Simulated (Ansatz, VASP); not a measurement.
SrO: VASP beside Ansatz

```
Sr O
1.0
     3.60005    0.00000    0.00000
    -1.80002    3.11773    0.00000
     0.00000    0.00000    6.29912
Sr O
2 2
Direct
  0.66667 0.33333 0.75000
  0.33333 0.66667 0.25000
  0.00000 0.00000 0.50000
  0.00000 0.00000 0.00000
```

Change from the starting cell: volume scaled by 1.04.

Alike in both runs: task single point; functional PBEsol; k mesh 9 × 9 × 5; occupations fermi-dirac, width 0.05 eV; no spin polarisation.

|  | VASP | Ansatz |
| --- | --- | --- |
| version | VASP 6.6.1 | Ansatz 0.2.0 |
| potentials or method | VASP PAW PBE potentials, release 64 (Sr_sv, O), cutoff 520 eV | all-electron LAPW, scalar-relativistic |

```csv
,VASP,Ansatz,Ansatz less VASP
gap on the k mesh at the Fermi level (eV),2.71,2.72,+0.007
least direct gap on the mesh (eV),2.71,2.72,+0.007
pressure (GPa),-4.8,-5.3,-0.49
largest component of the traceless stress (GPa),0.72,0.72,-0.003
```

Ansatz ran all-electron here, so the differences hold the error of VASP's frozen core and of both bases.

Caveats: an odd mesh through Γ misses points on the zone boundary, where band edges often lie; the PAW data sets were made with another functional, which shifts forces and pressure a little (VASP).
